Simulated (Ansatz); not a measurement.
An Ansatz input and the part of its output that reports the observables at the nuclei.

The cell is a COD entry, relaxed with PBE at fixed cell and then changed (volume scaled by 0.94, ions relaxed).

```yaml
crystal:
  lattice:
    - [2.5225313329, 1.4563841441, 4.5274216897]
    - [-2.5225313329, 1.4563841441, 4.5274216897]
    - [0.0, -2.9127682881, 4.5274216897]
  atoms:
    - { symbol: Li, position: [0.2776613609, 0.2776613609, 0.2776613609] }
    - { symbol: Li, position: [0.7776613609, 0.7776613609, 0.7776613609] }
    - { symbol: Nb, position: [-0.0043676508, -0.0043676508, -0.0043676508] }
    - { symbol: Nb, position: [0.4956323492, 0.4956323492, 0.4956323492] }
    - { symbol: O, position: [0.1025696935, 0.3585438109, 0.7148927856] }
    - { symbol: O, position: [0.7148927856, 0.1025696935, 0.3585438109] }
    - { symbol: O, position: [0.3585438109, 0.7148927856, 0.1025696935] }
    - { symbol: O, position: [0.2148927856, 0.8585438109, 0.6025696935] }
    - { symbol: O, position: [0.8585438109, 0.6025696935, 0.2148927856] }
    - { symbol: O, position: [0.6025696935, 0.2148927856, 0.8585438109] }
kpoints:
  mp_grid: { grid: [7, 7, 7] }
scf:
  occupations: { method: fermi_dirac, width: 0.02 }
hamiltonian:
  xc: pbe
  pseudopotentials: { kind: paw }
output:
  forces: true
  stress: true
  populations: true
  efg:
    quadrupole_moments_barn: { Li: -0.0401, Nb: -0.32, O: -0.02558 }
    contact_densities: true
relax:
  f_tol: 0.02
  max_steps: 60
```

```sh
ansatz run input.yaml --threads 4 --pin off --max-ram 8192MiB --backend cpu --events-out ev --progress --plain --runs-dir out
```

The run relaxes the ions first, and the block belongs to the relaxed positions.

Of the output, the block on the nuclei alone is shown; the set-up, the SCF iterations, energies, forces and stress are cut. One atom of each set with nearly equal values is shown.

```
--- PAW observables at the nuclei: V_zz in 10²¹ V/m², potentials from the cell's mean, atoms counted from 1 ---
  atom   1  Li V_zz =    +0.062995   η = 0.0000   by run symmetry: allowed   C_q = -0.0611 MHz
            electrostatic potential = -173.613373 V   contact ρ = 94.533263 e/Å³
  atom   3  Nb V_zz =    +4.387158   η = 0.0000   by run symmetry: allowed   C_q = -33.9459 MHz
            electrostatic potential = -6134.107389 V   contact ρ = 540935.912719 e/Å³
  atom   5  O  V_zz =    -2.034980   η = 0.9721   by run symmetry: allowed   C_q = +1.2587 MHz
            electrostatic potential = -625.154912 V   contact ρ = 2157.307363 e/Å³
```

The relaxation (5 steps) took 24 s of wall time (83 s of CPU time) and 0.62 GiB at its peak, on 4 threads of Intel Xeon Platinum 8259CL CPU @ 2.50GHz (Skylake/Cascade Lake) (x86_64; 16 cores open to the job, memory cap 8.0 GiB, no GPU), a shared host with a load of 0.6 a core.

Without spin–orbit coupling (the program notes it for Nb) the gradients are little affected as a rule: paired runs on crystals with a gap mostly move them by under 2 % at such atoms. With these PAW files V_zz is typically within 2 to 3 % of all-electron values, but misses above 10 % occur on Li. At this changed cell the PBE pressure is 11 GPa.
